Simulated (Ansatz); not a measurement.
# Indium, body-centred tetragonal under LDA: testing the plane-wave cutoff

A convergence test of the plane-wave cutoff. The geometry was relaxed under LDA beforehand and stays fixed; 9 values are run, from 150 to 800 eV. Wanted are the values from which on the energy stays within 10 and 1 meV/atom, and the pressure within 0.5 GPa, of the last run. Within the series other settings stay, but some runs also write fields, which adds to their time. Spin polarisation is left out.

Computed with Ansatz 0.2.0 (DFT LDA, plane waves with PAW, scalar-relativistic, unless a step says otherwise).

## Step 1: The system as given

The structure is monoclinic, space group C2/m (No. 12). The conventional cell has a = 4.354 Å, b = 4.568 Å, c = 3.271 Å, α = 90.00°, β = 130.83°, γ = 90.00°. Around In (site symmetry 2/m) lie 12 In at 3.16 to 3.37 Å.

Coordinates:

```
CELL_PARAMETERS angstrom
-1.60199 1.62820 2.47557
1.62820 -1.60199 2.47557
1.52605 1.52605 -2.45834
ATOMIC_POSITIONS crystal
In 0.00000 0.00000 0.00000
```

## Step 2: A run at the usual settings, for scale

input.yaml

```yaml
crystal:
  lattice:
    - [-1.6019898026, 1.6281983263, 2.4755659685]
    - [1.6281983263, -1.6019898026, 2.4755659685]
    - [1.5260503434, 1.5260503434, -2.4583443292]
  atoms:
    - { symbol: In, position: [0.0, 0.0, 0.0] }
hamiltonian:
  xc: lda
  pseudopotentials:
    kind: paw
    azcp:
      In: "pseudopotentials/In.paw.azcp"
basis:
  ecutwfc: 420
  fft_grid_basis: typed
kpoints:
  mp_grid: { grid: [19, 19, 23], shift: [0, 0, 0] }
magnetization:
  spin_polarized: false
scf:
  occupations: { method: fermi_dirac, width: 0.1 }
  lower_state_search: "off"
output:
  stress: true
```

Run with:

```sh
ansatz run input.yaml --threads 2 --pin off --max-ram 5120MiB --backend cpu --events-out ev --progress --plain --runs-dir out
```

## Step 3: Run at 150 eV

The run at 150 eV.

input.yaml: that of step 2 with these lines changed.

```diff
@@ -14,6 +14,6 @@
 basis:
-  ecutwfc: 420
+  ecutwfc: 150
   fft_grid_basis: typed
 kpoints:
-  mp_grid: { grid: [19, 19, 23], shift: [0, 0, 0] }
+  mp_grid: { grid: [12, 12, 14], shift: [0, 0, 0] }
 magnetization:
```

## Step 4: Run at 200 eV

The run at 200 eV.

input.yaml: that of step 3 with these lines changed.

```diff
@@ -14,3 +14,3 @@
 basis:
-  ecutwfc: 150
+  ecutwfc: 200
   fft_grid_basis: typed
@@ -25 +25,5 @@
   stress: true
+  write_density: true
+  write_potential: true
+  elf: true
+  volumetric_format: npy
```

## Step 5: Run at 250 eV

The run at 250 eV.

input.yaml: that of step 4 with these lines changed.

```diff
@@ -14,3 +14,3 @@
 basis:
-  ecutwfc: 200
+  ecutwfc: 250
   fft_grid_basis: typed
```

## Step 6: Run at 300 eV

The run at 300 eV.

input.yaml: that of step 5 with these lines changed.

```diff
@@ -14,3 +14,3 @@
 basis:
-  ecutwfc: 250
+  ecutwfc: 300
   fft_grid_basis: typed
@@ -25,5 +25 @@
   stress: true
-  write_density: true
-  write_potential: true
-  elf: true
-  volumetric_format: npy
```

## Step 7: Run at 350 eV

The run at 350 eV.

input.yaml: that of step 6 with these lines changed.

```diff
@@ -14,3 +14,3 @@
 basis:
-  ecutwfc: 300
+  ecutwfc: 350
   fft_grid_basis: typed
```

## Step 8: Run at 420 eV

The run at 420 eV.

input.yaml: that of step 7 with these lines changed.

```diff
@@ -14,3 +14,3 @@
 basis:
-  ecutwfc: 350
+  ecutwfc: 420
   fft_grid_basis: typed
```

## Step 9: Run at 500 eV

The run at 500 eV.

input.yaml: that of step 8 with these lines changed.

```diff
@@ -14,3 +14,3 @@
 basis:
-  ecutwfc: 420
+  ecutwfc: 500
   fft_grid_basis: typed
```

## Step 10: Run at 600 eV

The run at 600 eV.

input.yaml: that of step 9 with these lines changed.

```diff
@@ -14,3 +14,3 @@
 basis:
-  ecutwfc: 500
+  ecutwfc: 600
   fft_grid_basis: typed
```

## Step 11: Run at 800 eV

The run at 800 eV.

input.yaml: that of step 10 with these lines changed.

```diff
@@ -14,3 +14,3 @@
 basis:
-  ecutwfc: 600
+  ecutwfc: 800
   fft_grid_basis: typed
```

(Steps that only read results are left out.)

**Question.** What will these runs give?

As calculated:

| quantity | value |
| --- | --- |
| E(σ → 0) stays within 10 meV/atom of 800 eV | from 350 eV on |
| E(σ → 0) stays within 1 meV/atom | from 500 eV on |
| pressure stays within 0.5 GPa | from 250 eV on |
| pressure at 800 eV | 0.00 GPa |
| CPU time, dearest over cheapest | 4.4 |
| run at the usual settings (mesh 19×19×23 against the series' 12×12×14, 420 eV) | +3.6 meV/atom from 800 eV, 0.04 GPa |

**Reading.** The far end, 150 eV, lies +53791 meV/atom and -32.8 GPa from the yardstick. Each step up in cutoff lowers the energy. 1 meV/atom is reached at 500 eV; energy differences often converge earlier, as errors cancel. The cell taken over is 6 % smaller than the measured one (26.14 Å³/atom, COD).
